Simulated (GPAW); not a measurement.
Set up this calculation in GPAW 26.7.0, as an ASE script.

```yaml
Task: electron localisation function
Functional: BLYP
Potentials_or_basis: PAW data sets generated in the run's folder for this functional
Cutoff: 600 eV
Basis: pw
k_mesh: 9 × 9 × 5
Occupations: fermi-dirac, width 0.05 eV
Spin: no spin polarisation
Eigensolver: davidson
Maxiter: 150
Mixer: pulay beta=0.02 nmaxold=8 weight=100.0
```

The system is Zr.

```
Zr
1.0
     3.23200    0.00000    0.00000
    -1.61600    2.79899    0.00000
     0.00000    0.00000    5.14700
Zr
2
Direct
  0.66667 0.33333 0.75000
  0.33333 0.66667 0.25000
```

The input as run:

run.py

```python
from ase.dft.bandgap import bandgap
from ase.io import write
from ase.spacegroup import crystal
from ase.units import Bohr, GPa
from gpaw import GPAW, PW, setup_paths
from gpaw.elf import elf_from_dft_calculation

setup_paths.insert(0, '.')

# Zr 2c
atoms = crystal(['Zr'],
                basis=[[0.6666666667, 0.3333333333, 0.75]],
                spacegroup=194, setting=1,  # P6_3/mmc
                cellpar=[3.232, 3.232, 5.147, 90.0, 90.0, 120.0],
                primitive_cell=True)

calc = GPAW(mode=PW(600),
            xc='BLYP',
            kpts={'size': (9, 9, 5), 'gamma': True},
            occupations={'name': 'fermi-dirac', 'width': 0.05},
            nbands=32,
            convergence={'density': 1e-05, 'energy': 1e-05},
            mixer={'backend': 'pulay', 'beta': 0.02, 'nmaxold': 8, 'weight': 100.0},
            eigensolver='davidson',
            maxiter=150,
            txt='gpaw.txt')
atoms.calc = calc
energy = atoms.get_potential_energy()
forces = atoms.get_forces()
stress = atoms.get_stress()
calc.write('gs.gpw')
write('result.traj', atoms)
print(f'Energy: {energy:.6f} eV')
print('Forces (eV/A):')
print(forces.round(4))
print('Stress (GPa):', (stress / GPa).round(3))
print('Fermi level:', round(calc.get_fermi_level(), 4), 'eV')
print(f'Gap: {bandgap(calc)[0]:.4f} eV, direct: {bandgap(calc, direct=True)[0]:.4f} eV')

# fields on the real-space grid
write('density.cube', atoms, data=calc.get_pseudo_density() * Bohr**3)
write('potential.cube', atoms, data=calc.get_electrostatic_potential())
write('elf.cube', atoms, data=elf_from_dft_calculation(calc).data)
```

Potentials or basis: PAW data sets generated in the run's folder for this functional, pw.

The run is started by

```console
$ gpaw-setup -f BLYP Zr
$ OMP_NUM_THREADS=1 python run.py
```

Results of the run:

The pressure is 3.2 GPa. The band gap on the k mesh is none (metal or under the smearing width).

It took 55 s on 1 thread of Arm Neoverse V1 (shared host), peak memory 0.19 GiB.
